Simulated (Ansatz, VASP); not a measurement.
**HfO2: VASP beside Ansatz**

The input POSCAR:

```
HfO2
1.0
    0.0000000000      2.4775252005      2.7252777205
    2.4775252005      0.0000000000      2.7252777205
    2.4775252005      2.4775252005      0.0000000000
Hf O
1 2
Direct
    0.0000000000      0.0000000000      0.0000000000
    0.2500000000      0.2500000000      0.2500000000
    0.7500000000      0.7500000000      0.7500000000
```

The input INCAR.step1:

```
PREC = Accurate
ENCUT = 520
ISMEAR = 0
SIGMA = 0.05
LREAL = F
LASPH = T
NELM = 60
NBANDS = 18
GGA = PE
ALGO = Normal
EDIFF = 1E-4
LWAVE = T
LCHARG = F
```

The input INCAR.step2:

```
PREC = Accurate
ENCUT = 520
EDIFF = 1E-6
ISMEAR = 0
SIGMA = 0.05
LREAL = F
LASPH = T
NELM = 60
ALGO = Normal
ISIF = 2
LWAVE = F
LCHARG = F
METAGGA = R2SCAN
LMIXTAU = T
NBANDS = 18
ISTART = 1
```

File KPOINTS:

```
regular mesh
0
Gamma
  8 8 8
```

Input for Ansatz:

```yaml
crystal:
  lattice:
    - [0.0, 2.4775252005, 2.7252777205]
    - [2.4775252005, 0.0, 2.7252777205]
    - [2.4775252005, 2.4775252005, 0.0]
  atoms:
    - { symbol: Hf, position: [0.0, 0.0, 0.0] }
    - { symbol: O, position: [0.25, 0.25, 0.25] }
    - { symbol: O, position: [0.75, 0.75, 0.75] }
basis:
  ecutwfc: 500
kpoints:
  mp_grid: { grid: [8, 8, 8] }
hamiltonian:
  xc: r2scan
scf:
  occupations: { method: gaussian, width: 0.05 }
output:
  forces: true
  stress: true
  eigenvalues: true
```

Alike in both runs: task single point; functional r2SCAN; k mesh 8 × 8 × 8; occupations gaussian, width 0.05 eV; no spin polarisation.

|  | VASP | Ansatz |
| --- | --- | --- |
| version | VASP 6.6.1 | Ansatz 0.2.0 |
| potentials or method | VASP PAW PBE potentials, release 64 (Hf_pv, O) | scalar-relativistic, plane waves, PAW |
| plane-wave cutoff (eV) | 520 | 500 |
| valence electrons in the cell | 22 | 38 |

|  | VASP | Ansatz | Ansatz less VASP |
| --- | --- | --- | --- |
| gap on the k mesh at the Fermi level (eV) | 3.01 | 3.02 | +0.005 |
| least direct gap on the mesh (eV) | 3.41 | 3.42 | +0.006 |
| pressure (GPa) | -11.7 | -8.1 | +3.59 |
| largest component of the traceless stress (GPa) | 31.17 | 30.69 | -0.480 |

The two sets of potentials don't hold the same shells in valence.

Caveats: the PAW data sets were made with another functional, which shifts forces and pressure a little (VASP); spin-orbit coupling is left out, which moves the levels of the heavy elements. A k mesh can miss the band edges. r2SCAN opens gaps a little over a GGA but as a rule still falls short of measured ones.
